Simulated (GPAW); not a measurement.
# Sm (I4/mmm) in GPAW: single point with PBE

Aim: the single point of Sm with PBE.

All numbers are computed with GPAW 26.7.0; they aren't measurements. Logs are shortened: lines on timing, memory, paths and dates and some standing lists are left out, and cuts for length are marked. The log counts tension as positive stress, the text compression.

### 1 The crystal as given

The structure is tetragonal, space group I4/mmm (No. 139). Conventional cell: a = 3.635 Å, b = 3.635 Å, c = 5.122 Å, α = 90.00°, β = 90.00°, γ = 90.00°. Around Sm (site symmetry 4/mmm) lie 12 Sm at 3.63 Å.

This isn't the form of Sm at room conditions, which is rhombohedral.

### 2 Single point, PBE, collinear spin, ferromagnetic start

run.py

```python
from ase import Atoms
from ase.dft.bandgap import bandgap
from ase.io import write
from ase.units import GPa
from gpaw import GPAW, PW

atoms = Atoms(['Sm'],
              cell=[[-1.8173030691, 1.8173030691, 2.5609871902],
                    [1.8173030691, -1.8173030691, 2.5609871902],
                    [1.8173030691, 1.8173030691, -2.5609871902]],
              scaled_positions=[[0.0, 0.0, 0.0]],
              pbc=True)
atoms.set_initial_magnetic_moments([6.5])

calc = GPAW(mode=PW(800),
            xc='PBE',
            kpts={'size': (10, 10, 10), 'gamma': True},
            occupations={'name': 'fermi-dirac', 'width': 0.05},
            nbands=19,
            convergence={'density': 1e-05, 'energy': 1e-05},
            maxiter=150,
            txt='gpaw.txt')
atoms.calc = calc
energy = atoms.get_potential_energy()
forces = atoms.get_forces()
stress = atoms.get_stress()
calc.write('gs.gpw')
write('result.traj', atoms)
print(f'Energy: {energy:.6f} eV')
print('Forces (eV/A):')
print(forces.round(4))
print('Stress (GPa):', (stress / GPa).round(3))
print('Moments:', calc.get_magnetic_moments().round(3))
print('Fermi level:', round(calc.get_fermi_level(), 4), 'eV')
print(f'Gap: {bandgap(calc)[0]:.4f} eV, direct: {bandgap(calc, direct=True)[0]:.4f} eV')
```

Potentials or basis: GPAW PAW data sets (gpaw-data 1.2.1), pw.

Command:

```sh
> OMP_NUM_THREADS=1 python run.py
```

gpaw.txt:

```text
__  _  _
 | _ |_)|_||  |
 |__||  | ||/\| - 26.7.0

Input parameters:
  mode=PW(ecut=800.0),
  convergence={'density': 1e-05, 'energy': 1e-05},
  kpts=MonkhorstPack(size=(10, 10, 10), gamma=True),
  maxiter=150,
  nbands=19,
  occupations=Occupations(name='fermi-dirac', width=0.05),
  xc=XC(name='PBE')

Diagonalizing LCAO Hamiltonian
Converting LCAO to pw mode

       Sm

Atoms  # Å, Bohr magnetons
|   | symbol |        x |        y |        z |    initial magnetic moments |
|---|--------|----------|----------|----------|-----------------------------|
| 0 |     Sm | 0.000000 | 0.000000 | 0.000000 | ( 0.0000,  0.0000,  6.5000) |

Unit cell  # Å
| periodic |         x |         y |         z |  lengths |     angles |
|----------|-----------|-----------|-----------|----------|------------|
|      yes | -1.817303 |  1.817303 |  2.560987 | 3.628200 | 119.883154 |
|      yes |  1.817303 | -1.817303 |  2.560987 | 3.628200 | 119.883154 |
|      yes |  1.817303 |  1.817303 | -2.560987 | 3.628200 |  90.202503 |

Number of symmetries: 16
Symmetry operations  # r_c * U_cc + t_c -> r_c
|    | kind |            matrix            |
|----|------|------------------------------|
|  0 |  σ   |  1, 1, 1,  0, 0,-1,  0,-1, 0 |
|  1 |  C4  |  1, 1, 1,  0, 0,-1, -1, 0, 0 |
|  2 |  E   |  1, 0, 0,  0, 1, 0,  0, 0, 1 |
|  3 |  σ   |  1, 0, 0,  0, 1, 0, -1,-1,-1 |
|  4 |  σ   |  0, 1, 0,  1, 0, 0,  0, 0, 1 |
|  5 |  C2  |  0, 1, 0,  1, 0, 0, -1,-1,-1 |
|  6 |  C2  |  0, 0, 1, -1,-1,-1,  1, 0, 0 |
|  7 |  S4  |  0, 0, 1, -1,-1,-1,  0, 1, 0 |
|  8 |  C4  |  0, 0,-1,  1, 1, 1,  0,-1, 0 |
|  9 |  σ   |  0, 0,-1,  1, 1, 1, -1, 0, 0 |
| 10 |  σ   |  0,-1, 0, -1, 0, 0,  1, 1, 1 |
| 11 |  C2  |  0,-1, 0, -1, 0, 0,  0, 0,-1 |
| 12 |  C2  | -1, 0, 0,  0,-1, 0,  1, 1, 1 |
| 13 |  i   | -1, 0, 0,  0,-1, 0,  0, 0,-1 |
| 14 |  S4  | -1,-1,-1,  0, 0, 1,  1, 0, 0 |
| 15 |  C2  | -1,-1,-1,  0, 0, 1,  0, 1, 0 |

BZ-sampling:
  Number of BZ points: 1000
  Number of IBZ points: 102

  Monkhorst-Pack size: [10, 10, 10]
  Monkhorst-Pack shift: [0.05, 0.05, 0.05]

K-points  # in reciprocal-cell coordinates
|     |                                coordinates |     weight |
|-----|--------------------------------------------|------------|
|   0 | (  0.00000000,   0.00000000,   0.00000000) | 0.00100000 |
|   1 | (  0.10000000,  -0.10000000,   0.00000000) | 0.00400000 |
|   2 | (  0.10000000,  -0.10000000,   0.10000000) | 0.00400000 |
|   3 | (  0.10000000,   0.00000000,   0.00000000) | 0.00800000 |
|   4 | (  0.10000000,   0.10000000,  -0.10000000) | 0.00200000 |
|   5 | (  0.20000000,  -0.20000000,   0.00000000) | 0.00400000 |
|   6 | (  0.20000000,  -0.20000000,   0.10000000) | 0.00800000 |
|   7 | (  0.20000000,  -0.20000000,   0.20000000) | 0.00400000 |
|   8 | (  0.20000000,  -0.10000000,   0.00000000) | 0.01600000 |
|   9 | (  0.20000000,  -0.10000000,   0.10000000) | 0.00800000 |
| ... |                                            |            |
| 101 | (  0.50000000,   0.50000000,   0.50000000) | 0.00100000 |

Plane wave coefficients: 1791
Cutoff: 800.0 eV

Spin-components: 2 (collinear spins)
Bands:           19
Projectors:      8
Spin-degeneracy: 1
Datatype:        complex128

Parallelization:
  kpt:    1
  domain: 1
  band:   1

Density:
  Valence electrons: 16.0
  Components: 2
  Grid points: [24 24 24]
  Charge: 0.0  # |e|

Potential:
  Grid points: [24 24 24]

species:
  Sm:
    name:    Samarium
    Z:       62.0
    valence: 16
    core:    46
    charge:  0.0  # [|e|]
    compensation charges:
      type: gauss
      rc: 0.35  # [Å]
      lmax: 2
    cutoffs:
      filter: 1.17  # [Å]
      core: 1.94  # [Å]
    projectors
    | kind |    occ | energy [eV] | rcut [Å] |
    |------|--------|-------------|----------|
    |   5s |  2.000 |     -43.270 |    1.164 |
    |   6s |  2.000 |      -3.583 |    1.164 |
    |   5p |  6.000 |     -23.232 |    1.164 |
    |   6p |  0.000 |      -1.208 |    1.164 |
    |   5d |  0.000 |      -1.682 |    1.164 |
    |   4f |  6.000 |      -2.465 |    1.164 |
    |    d |        |      25.529 |    1.164 |
    |    f |        |      24.746 |    1.164 |

    Using partial waves for Sm as LCAO basis

Reference energy: -283737.769717  # eV

eigensolver:
  PPCG
  Converge bands: occupied
  niter=2

density mixing:
  MSR1-Mixer
  Pratt-step length: 0.05
  Maximum mixing coefficient: 0.75
  Old densities: 10
  SVD Regularization: 0.005
  Good broyden scale: 1.0
  Trust region scale: 1.0
  Backstep threshold: 4.0
  History deletion threshold: 6.0
  Fourier metric: weight=20.0, sigma=0.015

occupation numbers:
  Fermi-Dirac:
    width: 0.0500  # eV

poisson solver:
  ecut: 6400.0  # eV

xc functional:
  name: PBE with 2 nearest neighbor stencil

convergence criteria:
- Maximum integral of absolute [dens]ity change: 1e-05 electrons / valence electron
- Maximum [total energy] change in last 3 cyles: 1e-05 eV / valence electron
- Maximum integral of absolute [eigenst]ate change: 4e-08 eV^2 / valence electron
maximum number of iterations: 150

SCF iterations
|iter     | |      energy | eigst |  dens |  magmom |
|---------|-|-------------|-------|-------|---------|
|iter:   1| |  -27.684906 | -0.14 |       |  +6.4930|
|iter:   2| |  -10.301488 | -0.39 | -0.02 |  +6.2074|
|iter:   3| |   -8.579088 | -0.46 | -0.39 |  +6.0411|
|iter:   4| |   -7.895436 | -1.55 | -0.70 |  +6.1083|
|iter:   5| |   -7.890515 | -3.74 | -1.58 |  +6.1365|
|iter:   6| |   -7.887781 | -3.36 | -1.65 |  +6.2905|
|iter:   7| |   -7.889622 | -4.70 | -2.01 |  +6.3262|
|iter:   8| |   -7.894845 | -3.59 | -2.15 |  +6.4560|
|iter:   9| |   -7.894822 | -4.78 | -2.29 |  +6.4784|
|iter:  10| |   -7.894957c| -5.06 | -2.78 |  +6.4943|
|iter:  11| |   -7.895053 | -5.46 | -3.04 |  +6.5141|
|iter:  12| |   -7.895057c| -7.30 | -3.75 |  +6.5146|
|iter:  13| |   -7.895072c| -7.11 | -3.85 |  +6.5150|
|iter:  14| |   -7.895070c| -8.32c| -4.40 |  +6.5150|
|iter:  15| |   -7.895070c| -7.86c| -4.69 |  +6.5151|
|iter:  16| |   -7.895070c| -8.11c| -5.34c|  +6.5151|

Converged in 16 steps
Energy contributions relative to reference atoms: (reference = -283737.769717)

Energy contributions:
  Kinetic:          -9.702234
  Coulomb:          10.233243
  Zero:              0.562121
  External:          0.000000
  Xc:               -8.941088
  Entropy:          -0.094225
  Spinorbit:         0.000000
  ----------------------------
  Free energy:      -7.942183
  Extrapolated:     -7.895070

dipole moment: (-10.439197, -10.439197, -14.711167)  # |e|*Ang

Total magnetic moment: (0.000000, 0.000000, 6.515120)

Local magnetic moments
|        x |        y |        z |
|----------|----------|----------|
| 0.000000 | 0.000000 | 5.641461 |  # Sm   0

Fermi level: 8.786
Eigenvalues  # (at kpt = [0.000, 0.000, 0.000])
| band index |      eig [eV] | occ [0-1] |      eig [eV] | occ [0-1] |
|------------|---------------|-----------|---------------|-----------|
|          0 |       -31.168 |     1.000 |       -28.460 |     1.000 |
|          1 |       -10.304 |     1.000 |        -8.153 |     1.000 |
|          2 |       -10.304 |     1.000 |        -8.153 |     1.000 |
|          3 |       -10.303 |     1.000 |        -8.152 |     1.000 |
|          4 |         4.267 |     1.000 |         5.467 |     1.000 |
|          5 |         8.295 |     1.000 |        11.866 |     0.000 |
|          6 |         8.536 |     0.993 |        11.866 |     0.000 |
|          7 |         8.536 |     0.993 |        11.896 |     0.000 |
|          8 |         8.539 |     0.993 |        11.962 |     0.000 |
|          9 |         8.832 |     0.285 |        12.351 |     0.000 |
|         10 |         8.832 |     0.285 |        12.351 |     0.000 |
|         11 |         8.833 |     0.281 |        12.357 |     0.000 |
|         12 |        10.620 |     0.000 |        12.857 |     0.000 |
|         13 |        10.620 |     0.000 |        12.857 |     0.000 |
|         14 |        10.651 |     0.000 |        12.858 |     0.000 |
|        ... |               |           |               |           |
|         18 |        21.347 |     0.000 |        22.515 |     0.000 |

No gap
No difference between direct/indirect transitions

Forces  # eV/Ang
|       x |       y |       z |
|---------|---------|---------|
| 0.00000 | 0.00000 | 0.00000 |  # Sm   0

Stress tensor  # eV/Ang^3
|         x |         y |         z |
|-----------|-----------|-----------|
| -0.019823 |  0.000000 | -0.000000 |
|  0.000000 | -0.019823 | -0.000000 |
| -0.000000 | -0.000000 | -0.020036 |

# Writing to gs.gpw (mode='')
```

Run time: 2.1 min. Hardware: 1 thread of Intel Xeon Platinum 8488C (Sapphire Rapids), shared host; peak memory 0.32 GiB.

What came out:

```
Free energy            : -7.9422 eV
Pressure               : 3.2 GPa
Band gap on the k mesh : none (metal or under the smearing width)
Net moment             : 6.52 μB per cell
Site moments           : Sm +5.64 μB
```

Caveat: one-centre terms of the f shell are cut off; the magnetic or orbital state may not be the lowest; spin-orbit coupling is left out, which moves the levels of the heavy elements.
